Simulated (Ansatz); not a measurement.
SiC (Moissanite):

```xyz
4
Lattice="3.0760 0.0000 0.0000 -1.5380 2.6639 0.0000 0.0000 0.0000 5.0480" Properties=species:S:1:pos:R:3 pbc="T T T"
Si    1.5380    0.8880    2.5240
Si    0.0000    1.7759    0.0000
C     1.5380    0.8880    4.4675
C     0.0000    1.7759    1.9435
```

Base run:

| Property | Result |
| --- | --- |
| Program | Ansatz 0.2.0 |
| Functional | r2SCANh |
| Potentials or basis | Ansatz PAW |
| Cutoff | 500 eV |
| Density cutoff | 2000 eV |
| k mesh | 6 × 6 × 3 |
| Occupations | fermi-dirac, width 0.05 eV |
| Spin | no spin polarisation |

Its results: band gap on the k mesh 3.26 eV, indirect (least direct gap 5.23 eV); largest force 0.774 eV/Å.

Question: After a change of settings the same cell gave: band gap on the k mesh 3.55 eV, indirect (least direct gap 5.57 eV); largest force 0.776 eV/Å. Which change was it?
A. functional from r2SCANh to PBE; cutoff from 500 eV to 420 eV; density cutoff from 2000 eV to 1680 eV; k mesh from 6 × 6 × 3 to 10 × 10 × 5
B. functional from r2SCANh to r2SCAN-EpsX
C. functional from r2SCANh to PBEsol; cutoff from 500 eV to 420 eV; density cutoff from 2000 eV to 1680 eV; k mesh from 6 × 6 × 3 to 10 × 10 × 5
D. functional from r2SCANh to PBE0; cutoff from 500 eV to 420 eV; density cutoff from 2000 eV to 1680 eV

Answer: B.

Caveats: the PAW data sets come from PBE, with cores solved anew for the run's functional, which leaves a small shift of forces and pressure.

Not every run made on this cell is shown here.
